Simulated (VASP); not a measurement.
# Ta (P1) in VASP: notebook

Runs on Ta. Level: PBEsol. Tasks: single point.

Everything below comes from runs of VASP 6.6.1. Logs are shortened: lines on timing, memory, paths and dates and some standing lists are left out, and cuts for length are marked.

### 1 The crystal as given

The typed cell holds 16 atoms: a = 6.936 Å, b = 6.936 Å, c = 6.936 Å, α = 90.00°, β = 90.00°, γ = 90.00°.

The cell was built by a generator and needn't be a form met in nature.

### 2 Single point, PBEsol

Input file INCAR:

```
  PREC = Accurate
  ENCUT = 520
  EDIFF = 1E-6
  ISMEAR = -1
  SIGMA = 0.3
  LREAL = Auto
  LASPH = T
  NELM = 100
  ALGO = Fast
  ISIF = 2
  LWAVE = F
  LCHARG = F
  GGA = PS
  NBANDS = 102
```

Input file KPOINTS:

```
regular mesh
0
Gamma
  2 2 2
```

Input file POSCAR:

```
Ta
1.0
    6.9357050000      0.0000000000      0.0000000000
    0.0000000000      6.9357050000      0.0000000000
    0.0000000000      0.0000000000      6.9357050000
Ta
16
Direct
    0.0235736670     -0.0029124653     -0.0179938449
    0.4638461411      0.0554521855      0.0045705519
    0.0091266858      0.4610346028     -0.0095159757
    0.0544140790      0.0023501576      0.4835269089
    0.2261918579      0.3180786957      0.2575801595
    0.5291603377      0.5310202784      0.0268033315
    0.5095660787      0.0046858971      0.5106330214
    0.7424047015      0.2581424671      0.3044679668
   -0.0244820101      0.5254692926      0.5123776170
    0.2451373004      0.7646374810      0.2258458225
    0.2468963141      0.2438108311      0.7735767308
    0.4787833393      0.5151459008      0.4950325886
    0.7674201830      0.7769217405      0.2420373992
    0.7362048991      0.2406388392      0.7698424313
    0.2762372390      0.7731441865      0.7352388834
    0.7483017228      0.7355272463      0.7559289214
```

Potentials or basis: VASP PAW PBE potentials, release 64 (Ta_pv).

On the command line:

```
cat potpaw_PBE.64/Ta_pv/POTCAR > POTCAR
mpirun -np 1 vasp_std > vasp.out
```

OUTCAR:

```text
PREC = Accurate
   ENCUT = 520
   EDIFF = 1E-6
   ISMEAR = -1
   LREAL = Auto
   LASPH = T
   NELM = 100
   ISIF = 2
   GGA = PS

 ion  position               nearest neighbor table
   1  0.024  0.997  0.982-  11 2.72  10 2.80  15 2.90  13 2.96  14 3.00  16 3.07   2 3.08   3 3.22
                             5 3.25   4 3.46   8 3.48   4 3.49
   2  0.464  0.055  0.005-  11 2.56  14 2.81  10 2.95  15 3.00   5 3.02   1 3.08   8 3.17  13 3.30
                             6 3.33  16 3.43   7 3.46   7 3.54
   3  0.009  0.461  0.990-   5 2.58  11 2.69  14 2.87  16 3.09  10 3.13   8 3.19   1 3.22  13 3.26
                             9 3.35  15 3.35   6 3.37
   4  0.054  0.002  0.484-  10 2.77  15 2.82  11 2.94   5 2.94  13 3.04   8 3.06   7 3.16   9 3.36
                            16 3.39  14 3.40   1 3.46   1 3.49
   5  0.226  0.318  0.258-   3 2.58  12 2.77   9 2.87   4 2.94   2 3.02   6 3.03  10 3.11   1 3.25
                             8 3.40  11 3.40   7 3.42
   6  0.529  0.531  0.027-  16 2.80  13 2.80  10 2.90   5 3.03  14 3.05   8 3.08  15 3.16  12 3.27
                            11 3.30   2 3.33   3 3.37
   7  0.510  0.005  0.511-  15 2.76   8 2.78  14 2.90  16 3.02  13 3.03  11 3.07   4 3.16  10 3.17
                            12 3.40   5 3.42   2 3.46   2 3.54  12 3.55
   8  0.742  0.258  0.304-   7 2.78   9 2.85  12 2.88   4 3.06   6 3.08   2 3.17   3 3.19  14 3.23
                            13 3.37   5 3.40   1 3.48
   9  0.976  0.525  0.512-  16 2.73   8 2.85   5 2.87  13 2.94  15 3.11  14 3.14  10 3.19  11 3.26
                             3 3.35   4 3.36  12 3.45  12 3.49
  10  0.245  0.765  0.226-   4 2.77   1 2.80   6 2.90   2 2.95  12 3.02   5 3.11   3 3.13   7 3.17
                             9 3.19  13 3.32  15 3.41  15 3.54
  11  0.247  0.244  0.774-   2 2.56   3 2.69   1 2.72   4 2.94   7 3.07  12 3.14   9 3.26  15 3.28
                             6 3.30  14 3.39   5 3.40  14 3.54
  12  0.479  0.515  0.495-   5 2.77  15 2.82   8 2.88  16 3.02  10 3.02  11 3.14  13 3.22  14 3.23
                             6 3.27   7 3.40   9 3.45   9 3.49   7 3.55
  13  0.767  0.777  0.242-   6 2.80   9 2.94   1 2.96   7 3.03   4 3.04  12 3.22   3 3.26   2 3.30
                            10 3.32   8 3.37  16 3.39  16 3.58
  14  0.736  0.241  0.770-   2 2.81   3 2.87   7 2.90   1 3.00   6 3.05   9 3.14   8 3.23  12 3.23
                            11 3.39   4 3.40  16 3.43  16 3.51  11 3.54
  15  0.276  0.773  0.735-   7 2.76   4 2.82  12 2.82   1 2.90   2 3.00   9 3.11   6 3.16  11 3.28
                            16 3.29   3 3.35  10 3.41  10 3.54
  16  0.748  0.736  0.756-   9 2.73   6 2.80  12 3.02   7 3.02   1 3.07   3 3.09  15 3.29  13 3.39
                             4 3.39   2 3.43  14 3.43  14 3.51  13 3.58

  LATTYP: Found a simple cubic cell.
 ALAT       =     6.9357050000

  Lattice vectors:

 A1 = (   6.9357050000,   0.0000000000,   0.0000000000)
 A2 = (   0.0000000000,   6.9357050000,   0.0000000000)
 A3 = (   0.0000000000,   0.0000000000,   6.9357050000)

Analysis of symmetry for initial positions (statically):
=====================================================================
 Subroutine PRICEL returns:
 Original cell was already a primitive cell.

 Routine SETGRP: Setting up the symmetry group for a
 simple cubic supercell.

 Subroutine GETGRP returns: Found  1 space group operations
 (whereof  1 operations were pure point group operations)
 out of a pool of 48 trial point group operations.

The static configuration has the point symmetry C_1 .

Analysis of symmetry for dynamics (positions and initial velocities):
=====================================================================
 Subroutine PRICEL returns:
 Original cell was already a primitive cell.

 Routine SETGRP: Setting up the symmetry group for a
 simple cubic supercell.

 Subroutine GETGRP returns: Found  1 space group operations
 (whereof  1 operations were pure point group operations)
 out of a pool of 48 trial point group operations.

The dynamic configuration has the point symmetry C_1 .

 Subroutine INISYM returns: Found  1 space group operations
 (whereof  1 operations are pure point group operations),
 and found     1 'primitive' translations

----------------------------------------------------------------------------------------

                                     Primitive cell

  volume of cell :     333.6352

  direct lattice vectors                    reciprocal lattice vectors
     6.935705000  0.000000000  0.000000000     0.144181449  0.000000000  0.000000000
     0.000000000  6.935705000  0.000000000     0.000000000  0.144181449  0.000000000
     0.000000000  0.000000000  6.935705000     0.000000000  0.000000000  0.144181449
[... 53 lines left out ...]
     0.000000000  0.072090725  0.000000000     0.000000000  0.500000000  0.000000000
     0.000000000  0.000000000  0.072090725     0.000000000  0.000000000  0.500000000

  Length of vectors
     0.072090725  0.072090725  0.072090725

  Shift w.r.t. Gamma in fractional coordinates (k-lattice)
     0.000000000  0.000000000  0.000000000

 Subroutine IBZKPT returns following result:
 ===========================================

 Found      8 irreducible k-points:

 Following reciprocal coordinates:
            Coordinates               Weight
  0.000000  0.000000  0.000000      1.000000
  0.500000  0.000000  0.000000      1.000000
  0.000000  0.500000  0.000000      1.000000
  0.000000  0.000000  0.500000      1.000000
  0.500000  0.500000  0.000000      1.000000
  0.000000  0.500000  0.500000      1.000000
  0.500000  0.000000  0.500000      1.000000
  0.500000  0.500000  0.500000      1.000000
   k-points           NKPTS =      8   k-points in BZ     NKDIM =      8   number of bands    NBANDS=    102
   number of dos      NEDOS =    301   number of ions     NIONS =     16
   total plane-waves  NPLWV = 157464
   dimension x,y,z NGX =    54 NGY =   54 NGZ =   54
   dimension x,y,z NGXF=   108 NGYF=  108 NGZF=  108
   ions per type =              16
   NGX,Y,Z   is equivalent  to a cutoff of  12.94, 12.94, 12.94 a.u.
   NGXF,Y,Z  is equivalent  to a cutoff of  25.89, 25.89, 25.89 a.u.
 SYSTEM =  unknown system
   PREC   = accura    normal or accurate (medium, high low for compatibility)
   ISTART =      0    job   : 0-new  1-cont  2-samecut
   ICHARG =      2    charge: 1-file 2-atom 10-const
   ISPIN  =      1    spin polarized calculation?
   LNONCOLLINEAR =      F non collinear calculations
   LSORBIT =      F    spin-orbit coupling
   LASPH  =      T    aspherical Exc in radial PAW
   ENCUT  =  520.0 eV  38.22 Ry    6.18 a.u.  12.90 12.90 12.90*2*pi/ulx,y,z
   NELM   =    100;   NELMIN=  2; NELMDL= -5     # of ELM steps
   EDIFF  = 0.1E-05   stopping-criterion for ELM
   LREAL  =      T    real-space projection
   EDIFFG = 0.1E-04   stopping-criterion for IOM
   NSW    =      0    number of steps for IOM
   IBRION =     -1    ionic relax: 0-MD 1-quasi-New 2-CG
   NFREE  =      0    steps in history (QN), initial steepest desc. (CG)
   ISIF   =      2    stress and relaxation
   ISYM   =      2    0-nonsym 1-usesym 2-fastsym
   POTIM  = 0.5000    time-step for ionic-motion
   TEBEG  =    0.0;   TEEND  =   0.0 temperature during run
   PSTRESS=    0.0 pullay stress
   NELECT =     176.0000    total number of electrons
   NUPDOWN=      -1.0000    fix difference up-down
   EMIN   =  10.00;   EMAX   =-10.00  energy-range for DOS
   EFERMI =   0.00;   METHOD = LEGACY
   ISMEAR =    -1;   SIGMA  =   0.30  broadening in eV -4-tet -1-fermi 0-gaus
   EFERMI_NEDOS =   21; number of points for ismear=-14 and -15
   IALGO  =     68    algorithm
   IMIX   =      4    mixing-type and parameters
     AMIX     =   0.40;   BMIX     =  1.00
     AMIX_MAG =   1.60;   BMIX_MAG =  1.00
  volume/ion in A,a.u.               =      20.85       140.72
  Fermi-wavevector in a.u.,A,eV,Ry     =   1.322783  2.499696 23.806842  1.749754
  Thomas-Fermi vector in A             =   2.452438
   LORBIT       =      0    0 simple, 1 ext, 2 COOP (PROOUT), +10 PAW based schemes
   GGA     = PS    functional components
   LHFCALC =     F    Hartree Fock is set to
   AEXX    =    0.0000 exact exchange contribution
   IVDW    =     0    specifies the selected vdW correction
   LEPSILON=     F    determine dielectric tensor
   LRPA    =     F    only Hartree local field effects (RPA)
 non-spin polarized calculation
 RMM-DIIS sequential band-by-band and
  energy-cutoff  :      520.00
  volume of cell :      333.64
 maximum number of plane-waves:      9045
 NGX is ok and might be reduce to    54
   NGX = 25   NGY = 25   NGZ = 25

 number of electron     176.0000000 magnetization

 Free energy of the ion-electron system (eV)
  ---------------------------------------------------
  ext. energy  EPLUGINS =         0.00000000
  ---------------------------------------------------
  free energy    TOTEN  =      -196.39491456 eV

  energy without entropy =     -190.88986287  energy(sigma->0) =     -193.64238872

 E-fermi :   4.4122     XC(G=0): -11.9524

 val. band max:        4.3979258626   @ k =   0.0000   0.5000   0.0000
 cond. band min:       4.4175456008   @ k =   0.5000   0.0000   0.0000
 fundamental gap:      0.0196197382
 Fermi energy:         4.4121813324

 k-point     1 :       0.0000    0.0000    0.0000
  band No.  band energies     occupation
      1     -30.2135      2.00000
      2     -30.1648      2.00000
      3     -30.1497      2.00000
      4     -30.1333      2.00000
      5     -30.1189      2.00000
      6     -30.1102      2.00000
[... 813 lines left out ...]
     99       6.5866      0.00142
    100       6.6971      0.00098
 [bands above 100 left out]

------------------------ aborting loop because EDIFF is reached ----------------------------------------

  FORCE on cell =-STRESS in cart. coord.  units (eV):
  Direction    XX          YY          ZZ          XY          YZ          ZX
  --------------------------------------------------------------------------------------
  -------------------------------------------------------------------------------------
  Total      -37.9384982    -39.3720295    -38.1898802     -1.4036252     -1.1016070      0.6052503
  in kB     -182.1876272   -189.0717072   -183.3948096     -6.7404657     -5.2901187      2.9065227
  external PRESSURE =    -184.8847146 kB  Pullay stress =       0.0000000 kB

 VOLUME and BASIS-vectors are now :
 -----------------------------------------------------------------------------
  energy-cutoff  :      520.00
  volume of cell :      333.64
      direct lattice vectors                 reciprocal lattice vectors
     6.935705000  0.000000000  0.000000000     0.144181449  0.000000000  0.000000000
     0.000000000  6.935705000  0.000000000     0.000000000  0.144181449  0.000000000
     0.000000000  0.000000000  6.935705000     0.000000000  0.000000000  0.144181449

 POSITION                                       TOTAL-FORCE (eV/Angst)
 -----------------------------------------------------------------------------------
      0.16350      6.91550      6.81090        -0.942526      0.413040      0.501772
      3.21710      0.38460      0.03170         2.224000     -2.134482      1.260817
      0.06330      3.19760      6.86970        -2.003234      2.712787     -0.051850
      0.37740      0.01630      3.35360        -2.203923     -0.001163      0.561164
      1.56880      2.20610      1.78650         1.047311     -1.835880      0.512969
      3.67010      3.68300      0.18590        -1.237115     -0.970369     -0.622386
[... 8 lines left out ...]
      1.91590      5.36230      5.09940        -0.734474     -0.808511      0.752111
      5.19000      5.10140      5.24290        -0.080670      0.938617      0.032279
 -----------------------------------------------------------------------------------
    total drift:                                0.002361     -0.001121      0.002280

  FREE ENERGIE OF THE ION-ELECTRON SYSTEM (eV)
  ---------------------------------------------------
  free  energy   TOTEN  =      -196.3949145632 eV

  energy  without entropy=     -190.8898628717  energy(sigma->0) =     -193.64238872
```

Wall time 19 min (1 thread of Intel Xeon Platinum 8488C (Sapphire Rapids), shared host); peak memory 0.47 GiB.

Results:

```yaml
Free_energy: -196.3949 eV
Pressure: -18.5 GPa
Largest_force: 3.373 eV/Å
Band_gap_on_the_k_mesh: none (metal or under the smearing width)
```

Forces on the atoms (eV/Å):
```
Ta  -0.943  0.413  0.502
Ta   2.224 -2.134  1.261
Ta  -2.003  2.713 -0.052
Ta  -2.204 -0.001  0.561
Ta   1.047 -1.836  0.513
Ta  -1.237 -0.970 -0.622
Ta  -0.420  0.372 -0.142
Ta   0.409  0.201 -1.539
Ta   1.235 -0.633 -0.152
Ta   0.680 -0.367  0.695
Ta   0.229  1.319 -2.251
Ta   1.484  0.387  0.669
Ta  -0.240 -0.197  0.415
Ta   0.553  0.605 -0.642
Ta  -0.734 -0.809  0.752
Ta  -0.081  0.939  0.032
```

Caveat: the k mesh is coarse (spacing up to 0.45 Å⁻¹), so the values aren't converged; so large a pressure means that the cell lies far from this level's equilibrium, or that cutoff or potentials fall short; the potentials were made for another functional, which shifts forces and pressure.

### 3 Single point, PBEsol

Input file INCAR:

```
PREC = Accurate ; ENCUT = 520
EDIFF = 1E-6 ; ISMEAR = -1
SIGMA = 0.3 ; LREAL = Auto
LASPH = True ; NELM = 100
ALGO = Fast ; ISIF = 2
LWAVE = False ; LCHARG = False
GGA = PS ; NBANDS = 102
```

KPOINTS is that of step 2.

Input file POSCAR:

```
Ta
1.0
    6.9357050000      0.0000000000      0.0000000000
    0.0000000000      6.9357050000      0.0000000000
    0.0000000000      0.0000000000      6.9357050000
Ta
16
Direct
   -0.0180226812      0.0122986776     -0.0031719919
    0.5173662951      0.0409907861      0.0304943766
    0.0310711024      0.4849687234     -0.0106117547
    0.0211081642      0.0339979858      0.5034239490
    0.2637799618      0.2751847145      0.2524617180
    0.5127236525      0.5059615425      0.0334645144
    0.5182602201      0.0131637663      0.5203075967
    0.7671606563      0.2728922294      0.2731373379
   -0.0061277116      0.4941963362      0.4988245607
    0.2858108873      0.7787816812      0.2807357003
    0.2510775761      0.2423545984      0.7710247192
    0.4907215633      0.5048080909      0.5041448562
    0.7802667501      0.7468310720      0.2464349334
    0.7646374810      0.2442722117      0.7655169878
    0.2611270231      0.7622873234      0.7513872058
    0.7514016239      0.7689773426      0.7612492169
```

Potentials or basis: VASP PAW PBE potentials, release 64 (Ta_pv).

On the command line:

```
cat potpaw_PBE.64/Ta_pv/POTCAR > POTCAR
mpirun -np 1 vasp_std > vasp.out
```

It took 15 min on 1 thread of Intel Xeon Platinum 8488C (Sapphire Rapids), shared host; peak memory 0.46 GiB.

Results (log left out):

| Item | Value |
| --- | --- |
| Free energy | -198.4738 eV |
| Pressure | -21.4 GPa |
| Largest force | 2.073 eV/Å |
| Band gap on the k mesh | none (metal or under the smearing width) |

Forces on the atoms (eV/Å):
```
Ta   1.721 -0.259  0.669
Ta   0.202 -1.565 -0.546
Ta  -1.171  1.552  0.722
Ta  -0.605 -1.434  0.256
Ta  -0.215 -0.717  0.636
Ta  -0.179  0.482 -0.938
Ta  -0.357  0.080 -0.210
Ta  -0.475 -0.536 -0.901
Ta   1.339  0.921  0.896
Ta  -0.929 -0.611 -0.872
Ta   0.570  0.620 -0.581
Ta   1.161  0.541  0.660
Ta  -0.751  0.551  0.596
Ta  -0.613  0.952 -0.524
Ta   0.037  0.062  0.162
Ta   0.264 -0.639 -0.025
```

Stress tensor (GPa, compression positive):
```
-21.47  -0.02   0.76
 -0.02 -21.16   0.02
  0.76   0.02 -21.49
```

Levels at points of the mesh, in eV from the Fermi level:
```csv
k point,band 85,band 86,band 87,band 88,band 89,band 90,band 91,band 92,band 93,band 94
"(0.00, 0.00, 0.00)",0.50,0.55,0.56,0.60,0.70,0.73,0.75,0.84,0.84,0.91
"(0.50, 0.00, 0.00)",-0.31,-0.19,-0.09,-0.06,0.03,0.05,0.37,0.41,0.49,0.56
"(0.00, 0.50, 0.00)",-0.25,-0.23,-0.07,-0.04,0.00,0.09,0.30,0.37,0.60,0.62
"(0.00, 0.00, 0.50)",-0.33,-0.24,-0.09,0.01,0.04,0.06,0.39,0.46,0.47,0.55
"(0.50, 0.50, 0.00)",-0.43,-0.41,-0.36,-0.32,-0.25,-0.09,-0.01,0.13,0.59,0.71
"(0.00, 0.50, 0.50)",-0.51,-0.46,-0.43,-0.39,-0.26,-0.14,0.01,0.05,0.46,0.64
"(0.50, 0.00, 0.50)",-0.57,-0.44,-0.40,-0.37,-0.20,-0.11,-0.02,0.16,0.44,0.72
"(0.50, 0.50, 0.50)",-0.93,-0.89,-0.86,-0.82,-0.74,-0.69,-0.68,-0.56,-0.53,-0.47
```

Caveat: the k mesh is coarse (spacing up to 0.45 Å⁻¹), so the values aren't converged; so large a pressure means that the cell lies far from this level's equilibrium, or that cutoff or potentials fall short; the potentials were made for another functional, which shifts forces and pressure. Spin-orbit coupling is left out, which matters for the levels of Ta.
